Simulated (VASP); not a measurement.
Runs of VASP 6.6.1 on AlN. The structure is cubic, space group Fm-3m (No. 225). The conventional cell has a = 4.070 Å, b = 4.070 Å, c = 4.070 Å, α = 90.00°, β = 90.00°, γ = 90.00°. Al (site symmetry m-3m) has 6 N at 2.04 Å as nearest neighbours. N (site symmetry m-3m) is surrounded by 6 Al at 2.04 Å. Measurements of this composition are mostly on another form, of space group No. 186.

| task | level | cell | cutoff (eV) | gap on the mesh (eV) | pressure (GPa) | relaxed volume (Å³/atom) |
| --- | --- | --- | --- | --- | --- | --- |
| single point | PBE | Fm-3m, 8.43 Å³/atom | 520 | 4.41 | -0.2 | - |
| relaxation of cell and atoms | PBE | relaxed | 600 | (b) | 0.1 | 8.42 |
| relaxation of cell and atoms | r2SCAN+D4 | relaxed | 600 | (a) | -0.2 | 8.14 |
| single point | r2SCAN+D4 | Fm-3m, 8.16 Å³/atom | 520 | 5.62 | -0.9 | - |

Alike in all rows: potentials or basis VASP PAW PBE potentials, release 64 (Al, N); no spin polarisation; k mesh 8 × 8 × 8; smearing gaussian 0.01 eV.

Estimate the missing entries.

(a) 5.63; (b) 4.43.

Caveats: the PAW data sets were made with another functional, which shifts forces and pressure a little (some runs); the volume moved by +10 % from the deposited cell, more than functionals usually miss (some runs).

A k mesh can miss the band edges.
